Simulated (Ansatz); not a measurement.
MgO: course of a relaxation

All numbers below come from DFT r2SCAN, scalar-relativistic, plane waves, PAW in Ansatz 0.2.0. (500 eV cutoff, 8×8×6 k-mesh, Gaussian smearing of 0.02 eV, no spin polarisation)

What was changed: biaxial strain in the a-b plane, c and atoms relaxed: -1.0 %.

Command:

```bash
ansatz run input.yaml --threads 1 --pin off --max-ram 2560MiB --backend cpu --events-out ev --progress --plain --runs-dir out
```

Input:

```yaml
crystal:
  lattice:
    - [2.0811789439, 2.0811789439, 0.0]
    - [-2.0811789439, 2.0811789439, 0.0]
    - [0.0, 0.0, 4.2296283183]
  atoms:
    - { symbol: Mg, position: [0.0, 0.0, 0.0] }
    - { symbol: Mg, position: [0.5, 0.5, 0.5] }
    - { symbol: O, position: [0.5, 0.5, 0.0] }
    - { symbol: O, position: [0.0, 0.0, 0.5] }
basis:
  ecutwfc: 500
kpoints:
  mp_grid: { grid: [8, 8, 6] }
hamiltonian:
  xc: r2scan
scf:
  occupations: { method: gaussian, width: 0.02 }
output:
  forces: true
  stress: true
  eigenvalues: true
relax:
  adjacent_minimum: "off"
  f_tol: 0.008
  max_steps: 40
  cell: { stress_tol: 0.015, fix: [a, b, gamma] }
```

F is the free energy. Steps run on the plane waves of an earlier cell, but the last one, and at times one on the way, on a freshly chosen basis, so a repeated geometry can differ a little in energy. The held parts of the cell keep their stress, so P needn't end at zero.

Steps:

```csv
step,F − F(1) (eV),largest force component (eV/Å),V (Å³/atom),P (GPa)
1,0.0000,0.000,9.160,2.52
2,0.0000,0.000,9.161,2.51
3,0.0000,0.000,9.162,2.47
4,0.0000,0.000,9.162,2.47
```

Relaxed structure:

```cif
data_structure
_symmetry_space_group_name_H-M 'P 1'
_symmetry_Int_Tables_number 1
_cell_length_a 2.9432
_cell_length_b 2.9432
_cell_length_c 4.2308
_cell_angle_alpha 90.000
_cell_angle_beta 90.000
_cell_angle_gamma 90.000
_cell_volume 36.65
loop_
_atom_site_label
_atom_site_type_symbol
_atom_site_fract_x
_atom_site_fract_y
_atom_site_fract_z
_atom_site_occupancy
Mg1 Mg 0.00000 0.00000 0.00000 1
Mg2 Mg 0.50000 0.50000 0.50000 1
O1 O 0.50000 0.50000 0.00000 1
O2 O 0.00000 0.00000 0.50000 1
```

The structure is tetragonal, space group I4/mmm (No. 139). The conventional cell has a = 2.943 Å, b = 2.943 Å, c = 4.231 Å, α = 90.00°, β = 90.00°, γ = 90.00°. Around Mg (site symmetry 4/mmm) lie 6 O at 2.08 to 2.12 Å. Around O (site symmetry 4/mmm) lie 6 Mg at 2.08 to 2.12 Å.

The run converged. Time: 20 s on 1 thread of Arm Neoverse V1 (shared host), peak memory 0.41 GiB.